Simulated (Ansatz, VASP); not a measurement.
One calculation of PbO, two programs

```
Pb O
1.0
     3.97440    0.00000    0.00000
     0.00000    3.97440    0.00000
     0.00000    0.00000    5.02200
Pb O
2 2
Direct
  0.00000 0.50000 0.23510
  0.50000 0.00000 0.76490
  0.00000 0.00000 0.00996
  0.50000 0.50000 0.00996
```

Change from the starting cell: all O atoms moved +0.050 Å, as atom 3 along Cartesian [0 0 1].

Alike in both runs: task single point; functional LDA; k mesh 8 × 8 × 6; occupations gaussian, width 0.05 eV; no spin polarisation.

|  | VASP | Ansatz |
| --- | --- | --- |
| version | VASP 6.6.1 | Ansatz 0.2.0 |
| potentials or method | VASP PAW LDA potentials, release 64 (Pb_d, O) | scalar-relativistic, plane waves, PAW |
| plane-wave cutoff (eV) | 520 | 420 |
| valence electrons in the cell | 40 | 40 |

```tsv
	VASP	Ansatz	Ansatz less VASP
gap on the k mesh at the Fermi level (eV)	1.18	1.20	+0.021
least direct gap on the mesh (eV)	2.23	2.22	-0.006
pressure (GPa)	-1.6	-1.8	-0.22
largest component of the traceless stress (GPa)	0.21	0.22	+0.005
rms of the force components (eV/Å)	0.244	0.248	+0.0044
```

Atom by atom the forces differ by 0.031 eV/Å (rms over components).

Caveats: spin-orbit coupling is left out, which as a rule narrows the gap of such compounds by several tenths of an eV. A k mesh can miss the band edges.
